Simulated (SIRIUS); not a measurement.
Write the native input for SIRIUS 7.10.0 that does the following.

```
Task                : single point
Functional          : PBE
Potentials or basis : PseudoDojo 0.4.1 PBE standard (scalar relativistic)
Cutoff              : 1152 eV
Density cutoff      : 4606 eV
k mesh              : 10 × 10 × 10
Occupations         : fermi-dirac, width 0.05 eV
Spin                : no spin polarisation
Libxc names         : ["XC_GGA_X_PBE", "XC_GGA_C_PBE"]
Energy tol          : 1e-08 Ha
Density tol         : 1e-06
Mixer               : anderson
Mixing beta         : 0.7
Max scf             : 100
```

Crystal: ZrN.

```
Zr N
1.0
     0.00000    2.30000    2.30000
     2.30000    0.00000    2.30000
     2.30000    2.30000    0.00000
Zr N
1 1
Cartesian
  2.3000 2.3000 2.3000
  0.0000 0.0000 0.0000
```

The input as run:

sirius.json

```json
{
  "control": {
    "processing_unit": "cpu",
    "verbosity": 2,
    "num_bands_to_print": 16,
    "print_forces": true,
    "print_stress": true
  },
  "parameters": {
    "electronic_structure_method": "pseudopotential",
    "xc_functionals": ["XC_GGA_X_PBE", "XC_GGA_C_PBE"],
    "gk_cutoff": 9.2,
    "pw_cutoff": 18.4,
    "ngridk": [10, 10, 10],
    "shiftk": [0, 0, 0],
    "smearing": "fermi_dirac",
    "smearing_width": 0.0018374661,
    "num_bands": 16,
    "num_mag_dims": 0,
    "num_dft_iter": 100,
    "energy_tol": 1e-08,
    "density_tol": 1e-06
  },
  "iterative_solver": {
    "type": "davidson",
    "min_tolerance": 1e-10
  },
  "mixer": {
    "type": "anderson",
    "beta": 0.7,
    "max_history": 8
  },
  "settings": {
    "tol_ne": 1e-10
  },
  "unit_cell": {
    "lattice_vectors": [
      [0.0, 0.707106781187, 0.707106781187],
      [0.707106781187, 0.0, 0.707106781187],
      [0.707106781187, 0.707106781187, 0.0]
    ],
    "lattice_vectors_scale": 6.1466955236,
    "atom_coordinate_units": "lattice",
    "atom_types": ["Zr", "N"],
    "atom_files": {
      "N": "N.json",
      "Zr": "Zr.json"
    },
    "atoms": {
      "Zr": [
        [0.5, 0.5, 0.5]
      ],
      "N": [
        [0.0, 0.0, 0.0]
      ]
    }
  }
}
```

Potentials or basis: PseudoDojo 0.4.1 PBE standard (scalar relativistic).

Launch:

```sh
$ upf_to_json N.upf
$ upf_to_json Zr.upf
$ OMP_NUM_THREADS=1 sirius.scf --input=sirius.json --output=out.json --task=0
```

It gave:

```json
{"Pressure": "-0.6 GPa", "Band gap on the k mesh": "none (metal or under the smearing width)"}
```

It took 86 s on 1 thread of Arm Neoverse N1 (shared host), peak memory 0.34 GiB.
